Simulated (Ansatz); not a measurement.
# A decomposition energy, worked out: Ga2As

Level of theory: DFT PBE, scalar-relativistic, plane waves, PAW (Ansatz 0.2.0). Settings: cutoff 420 eV, Γ-centred meshes spaced at most about 0.3 Å⁻¹, and about 0.25 Å⁻¹ or finer for metals (2π included), Gaussian smearing. No spin polarisation.

Energies over the elements count from the elements' standard structures at the same level, with no fitted energy shifts.

Temperature and zero-point effects are left out. In Ga2As P-6m2 an odd number of electrons in the primitive cell allows no gap without spin; a larger cell or a magnetic state could open one. The reference form of As is held partly by dispersion forces, which this level lacks.

A trial structure of Ga2As (reached from: random cell; relaxed: space group P-6m2 (No. 187), a = 4.373 Å, c = 4.033 Å) has a formation energy of 0.151 eV/atom. At its composition the lowest mixture among the elements and 1 reference phase computed alike (others may be missing) consists of these:

| phase | source | ΔE_f (eV/atom) |
| --- | --- | --- |
| Ga (solid) | element | -0.001 |
| GaAs (F-43m) | COD | -0.352 |

The lowest database cell of Ga (-0.001) lies slightly below the reference, hence the non-zero entry.

Task: Write the balanced decomposition and find its energy per atom, per formula unit and per mole of formula units.

Result: Balancing Ga and As gives Ga2As → Ga + GaAs. The left side holds 3 atoms, and the products take 1/3 (Ga) and 2/3 (GaAs) of them. The mixture therefore lies at 1/3 × (-0.001) + 2/3 × (-0.352) = -0.235 eV/atom. The reaction energy is -0.235 − (0.151) = -0.386 eV/atom. Times 3 atoms that is -1.158 eV per Ga2As, and times 96.485 it is -112 kJ per mole of Ga2As. Decomposition is downhill, so the trial structure is unstable against this mixture.
